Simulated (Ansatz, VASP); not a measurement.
**InAs in VASP and in Ansatz**

```
CELL_PARAMETERS angstrom
0.00000 3.05501 3.05501
3.05501 0.00000 3.05501
3.05501 3.05501 0.00000
ATOMIC_POSITIONS crystal
In 0.00000 0.00000 0.00000
As 0.25000 0.25000 0.25000
```

Alike in both runs: functional r2SCAN; k mesh 11 × 11 × 11; occupations fermi-dirac, width 0.1 eV; no spin polarisation.

Ansatz relaxed the structure, and its values are those at the end. VASP's run is a single point on that final structure, the one shown.

|  | VASP | Ansatz |
| --- | --- | --- |
| version | VASP 6.6.1 | Ansatz 0.2.0 |
| potentials or method | VASP PAW PBE potentials, release 64 (In_d, As) | PAW with Ansatz's default frozen-core files, scalar-relativistic |
| plane-wave cutoff (eV) | 520 | 500 |
| valence electrons in the cell | 18 | 28 |

```tsv
	VASP	Ansatz	Ansatz less VASP
pressure (GPa)	0.0	0.0	0.00
```

The two sets of potentials don't hold the same shells in valence.

Caveats: the PAW data sets were made with another functional, which shifts forces and pressure a little (VASP).
